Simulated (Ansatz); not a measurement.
# Al2O3 (R-3c):H_i (bond centre, by O), thermodynamic levels from a 80-atom cell, part 2 of 2

Aim: at which Fermi levels does H_i (bond centre, by O) in Al2O3 (R-3c) change its charge? The model is a cell of 80 host atoms with 1 H put in.

Ansatz; place-levels on PBEsol runs: charge-transition levels and formation energies with image-charge correction and potential alignment at the atomic sites.

So far. Step 3 (Levels against the band edges, PBEsol): Under PBEsol the gap is 6.03 eV, (+1/0) 4.81, (0/−1) 3.76 eV; the steps are inverted, so the lowest state changes at (+1/−1) 4.28 eV.

**4. The same at the relaxations' own k-points**

The relaxations' own energies give the levels at their sampling, for comparison.

Contents of levels.relax_mesh.yaml:

```yaml
host:
  run: host.relax.run
states: [qm1.relax.run, q0_M1.relax.run, qp1.relax.run]
chemical_potentials:
  H:
    energy: -15.609288
    dataset: "<sha256 of the dataset>"
```

Started as:

```sh
ansatz place-levels levels.relax_mesh.yaml -- --threads 8 --pin off --max-ram 22609MiB
```

Numbers of over 12 decimals in the logs are rounded to 6 here.

The program printed:

```text
[...]
formation energy of charge +1: -1.412 eV with the Fermi level at the valence edge
formation energy of charge 0: +3.377 eV with the Fermi level at the valence edge
formation energy of charge -1: +7.091 eV with the Fermi level at the valence edge
  edges by pbesol, gap 6.028 eV; the host is sampled to repeats of 9.55 Å
[... the lines on each state left out ...]
```

Wall time 0.1 s (8 threads of Arm Neoverse V2, shared host).

Levels between neighbouring charges, in eV above the valence top:

|  | gap (eV) | (+1/0) | (0/−1) |
| --- | --- | --- | --- |
| one point at (¼, ¼, ¼) | 6.03 | 4.79 | 3.71 |
| a 2×2×2 shifted mesh | 6.03 | 4.81 | 3.76 |

Going from one point at (¼, ¼, ¼) to a 2×2×2 shifted mesh moves the levels that carry no band-filling term by up to 0.05 eV and formation energies against the elements by up to 0.06 eV.

**5. place-levels, r2SCAN**

r2SCAN on the same structure is run to see how far the result rests on the functional, though not on the errors that semilocal functionals share; the sampling changes too, to one point at (¼, ¼, ¼), so differences hold both changes.

Contents of qm1.r2scan/input.yaml:

```yaml
crystal:
  checkpoint: "../qm1.relax.run"
  host: checkpoint
total_charge: -1
basis:
  ecutwfc: 500
  xc_grid: 2
hamiltonian:
  xc: r2scan
kpoints:
  mp_grid: { grid: [1, 1, 1], shift: [0.25, 0.25, 0.25] }
scf:
  occupations: { method: fermi_dirac, width: 0.01 }
  max_iter: 80
output:
  forces: true
  eigenvalues: true
  charged_corrections:
    epsilon: [3.3, 3.3, 3.26]
    static_epsilon: [9.72, 9.72, 11.81]
    defect_position: [0.525524, 0.35206, 0.448988]
  eigenstates: { localisation: true }
  populations: true
  band_densities: [{ bands: [v1, v1] }, { bands: [c1, c1] }]
  write_density: true
  write_potential: true
  volumetric_format: npy
checkpoint:
  write: "../qm1.r2scan.run"
  compress: false
  write_wavefunctions: false
  write_every: 100000
```

It took 17 s on 8 threads; peak memory 1.8 GiB; 2.1 min of CPU time.

Contents of levels.r2scan.yaml:

```yaml
host:
  run: host.r2scan.run
  levels_from: { run: edges.r2scan.run }
states: [qm1.r2scan.run, q0_M1.r2scan.run, qp1.r2scan.run]
geometry_from:
  qm1.r2scan.run: qm1.relax.run
  q0_M1.r2scan.run: q0_M1.relax.run
  qp1.r2scan.run: qp1.relax.run
  host.r2scan.run: host.relax.run
chemical_potentials:
  H:
    energy: -15.945667
    dataset: "<sha256 of the dataset>"
```

Started as:

```sh
ansatz place-levels levels.r2scan.yaml -- --threads 8 --pin off --max-ram 22609MiB
```

The program printed:

```text
[...]
formation energy of charge +1: -1.449 eV with the Fermi level at the valence edge
formation energy of charge 0: +3.641 eV with the Fermi level at the valence edge
formation energy of charge -1: +7.748 eV with the Fermi level at the valence edge
  edges by r2scan of host.levels_from (edges.r2scan.run), its mesh sampled to repeats of 33.42 Å (the valence edge +0.058 eV and the conduction edge -0.290 eV from those of the host's own run), gap 7.027 eV; the host is sampled to repeats of 9.55 Å
[... the lines on each state left out ...]
```

It took 0.2 s on 8 threads.

Under r2SCAN the gap is 7.03 eV, (+1/0) 5.09, (0/−1) 4.11 eV; the steps are inverted, so the lowest state changes at (+1/−1) 4.60 eV.

**6. What a wrong or other choice does**

The levels are placed again with one choice changed, to see how much they rest on it.

levels.try0.yaml is levels.point.yaml with these lines changed:

```diff
-epsilon: [3.3, 3.3, 3.26]
-static_epsilon: [9.72, 9.72, 11.81]
+epsilon: 1.0001
+static_epsilon: 1.0001
```

Started as:

```sh
ansatz place-levels levels.try0.yaml -- --threads 8 --pin off --max-ram 22609MiB
```

The program printed:

```text
(+1/0) 3.430 eV above the valence edge, 2.600 eV under the conduction edge
(0/-1) 5.135 eV above the valence edge, 0.895 eV under the conduction edge
formation energy of charge +1: -0.036 eV with the Fermi level at the valence edge
formation energy of charge 0: +3.394 eV with the Fermi level at the valence edge
formation energy of charge -1: +8.529 eV with the Fermi level at the valence edge
vertical -1 to 0: no energy, since no alignment is typed
vertical +1 to 0: no energy, since no alignment is typed
  edges by pbesol, gap 6.030 eV; the host is sampled to repeats of 19.10 Å
[... the lines on each state left out ...]
```

The change: no screening of the image charge.

Levels in eV above the valence top; the changed ones are not the defect's:

|  | gap (eV) | (+1/0) | (0/−1) |
| --- | --- | --- | --- |
| changed | 6.03 | 3.43 | 5.14 |
| as set up | 6.03 | 4.81 | 3.76 |

The largest shift is 1.38 eV.

**7. Cost and result**

Levels between neighbouring charges, in eV above each run's own valence top:

|  | gap (eV) | (+1/0) | (0/−1) | CPU time a state at this stage (restarts are quicker than cold starts) |
| --- | --- | --- | --- | --- |
| PBEsol, 2×2×2 shifted mesh | 6.03 | 4.81 | 3.76 | 6.2 min |
| r2SCAN on PBEsol structures, (¼, ¼, ¼) | 7.03 | 5.09 | 4.11 | 3.2 min |

**8. Outcome**

| Item | Value |
| --- | --- |
| gap of the host | 6.03 eV (PBEsol) |
| level (plus 1/0) | 4.81 eV above the valence top, not a change between lowest states |
| level (0/minus 1) | 3.76 eV above the valence top, not a change between lowest states |
| level (plus 1/minus 1) | 4.28 eV above the valence top |
| lowest of the charges placed, just above the valence top (0.02 eV) | +1 |
| lowest of the charges placed, just below the conduction bottom (0.02 eV) | −1 |
| lowest formation energy at mid-gap of the charges run, Al-rich | 1.60 eV |
| lowest formation energy at mid-gap of the charges run, O-rich | 1.60 eV |

What this shows: Of the charges placed (−1, 0 and +1), the lowest changes at 4.28 eV (+1/−1) above the valence top, in a gap of 6.03 eV. (+1/−1) passes over charge 0, which lies 0.52 eV above the two there; a lower structure or spin state of it, if missed, would change that. Charges above +1 and below −1 were not placed, so these runs say nothing of levels that involve them. States placed: +1 at 0 μB; 0 at 1 μB; −1 at 0 μB. Other spin states or structures, where not listed, weren't placed. At charge −1, 0 and +1 the atom put in ends up to 1.7 Å from its starting place, so the name tells the start alone and the levels can join different sites. H is taken at its element; compounds, which aren't counted here, bound the chemical potentials and would shift these formation energies. Going from one point at (¼, ¼, ¼) to a 2×2×2 shifted mesh moves the levels that carry no band-filling term by up to 0.05 eV and formation energies against the elements by up to 0.06 eV. What this leaves open: PBEsol makes the gap too small and tends to spread out bound carriers; where a gas molecule sets a chemical potential or the host's formation energy, its binding is uncorrected.

Calculation against experiment:

| quantity | measured | PBEsol | r2SCAN |
| --- | --- | --- | --- |
| band gap (least gap of the host; the measured gap is an optical one, which needn't be the least gap) (eV) | 8.7 | 6.03 (-2.67 eV) | 7.03 (-1.67 eV) |

Measured values from pmc:5906618 (2018).

Verdict: For the band gap, of the levels listed nearest comes r2SCAN (-1.67 eV, a clear miss) and farthest PBEsol (-2.67 eV, a clear miss). Local and semilocal functionals usually give gaps below the measured ones. An optical gap can lie under the band gap by the exciton's binding. Zero-point and thermal motion shift the measured gap.

[Logs are printed without paths, hosts, clocks, repeated set-up lines and the standing remarks that a program may print on its own settings, such as how far it seeks lower states.]

[Hosts, paths, dates, database ids (printed as entryN), source tags and the programs' standing remarks are cut or masked in the printed files.]

[Where a table of states has a column of steps, it counts the stored structures, which are thinned; the runs took as many ionic steps or more.]

[A defect's name tells the site on which it was built; relaxed atoms can leave that site.]

[For some hosts the program warned that the k-mesh of the response run may be too coarse for force constants and the static dielectric constant; such warnings are not shown here.]
